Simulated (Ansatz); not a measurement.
# Mg3Br: the cost of one run

Computed with Ansatz 0.2.0 (DFT PBE, scalar-relativistic, plane waves, PAW, unless a step's input says otherwise).

### Step 1. Starting point

The structure is cubic, space group Pm-3n (No. 223). Conventional cell: a = 5.619 Å, b = 5.619 Å, c = 5.619 Å, α = 90.00°, β = 90.00°, γ = 90.00°. Mg (site symmetry -4m2) is surrounded by 2 Mg at 2.81 Å and 4 Br at 3.14 Å. Around Br (site symmetry m-3) lie 12 Mg at 3.14 Å.

As a file:

```cif
data_structure
_symmetry_space_group_name_H-M 'P 1'
_symmetry_Int_Tables_number 1
_cell_length_a 5.6194
_cell_length_b 5.6194
_cell_length_c 5.6194
_cell_angle_alpha 90.000
_cell_angle_beta 90.000
_cell_angle_gamma 90.000
_cell_volume 177.45
loop_
_atom_site_label
_atom_site_type_symbol
_atom_site_fract_x
_atom_site_fract_y
_atom_site_fract_z
_atom_site_occupancy
Mg1 Mg 0.00000 0.50000 0.25000 1
Mg2 Mg 0.00000 0.50000 0.75000 1
Mg3 Mg 0.25000 0.00000 0.50000 1
Mg4 Mg 0.75000 0.00000 0.50000 1
Mg5 Mg 0.50000 0.75000 0.00000 1
Mg6 Mg 0.50000 0.25000 0.00000 1
Br1 Br 0.00000 0.00000 0.00000 1
Br2 Br 0.50000 0.50000 0.50000 1
```

This is candidate A: A15 type (Pm-3n, No. 223).

(A quick probe on a coarse mesh, which set the mesh and smearing, is not shown.)

### Step 3. Coarse relaxation (candidate A)

The input, input.yaml:

```yaml
crystal:
  lattice:
    - [5.6194137523, 0.0, 0.0]
    - [0.0, 5.6194137523, 0.0]
    - [0.0, 0.0, 5.6194137523]
  atoms:
    - { symbol: Mg, position: [0.0, 0.5, 0.25] }
    - { symbol: Mg, position: [0.0, 0.5, 0.75] }
    - { symbol: Mg, position: [0.25, 0.0, 0.5] }
    - { symbol: Mg, position: [0.75, 0.0, 0.5] }
    - { symbol: Mg, position: [0.5, 0.75, 0.0] }
    - { symbol: Mg, position: [0.5, 0.25, 0.0] }
    - { symbol: Br, position: [0.0, 0.0, 0.0] }
    - { symbol: Br, position: [0.5, 0.5, 0.5] }
basis:
  ecutwfc: 420
kpoints:
  mp_grid: { grid: [4, 4, 4] }
hamiltonian:
  xc: pbe
scf:
  occupations: { method: gaussian, width: 0.1 }
  lower_state_search: "off"
output:
  forces: true
  stress: true
  eigenvalues: true
relax:
  adjacent_minimum: "off"
  f_tol: 0.04
  max_steps: 70
  cell: { stress_tol: 0.4 }
```

The run is started by

```
> ansatz run input.yaml --threads 1 --pin off --max-ram 2560MiB --backend cpu --events-out ev --progress --plain --runs-dir out
```

**Question.** How long does this run take on 1 thread of INTEL XEON PLATINUM 8581C at 2.10GHz (Emerald Rapids), shared host, and how much memory does it need?

About 12 s, with a peak of 0.47 GiB.
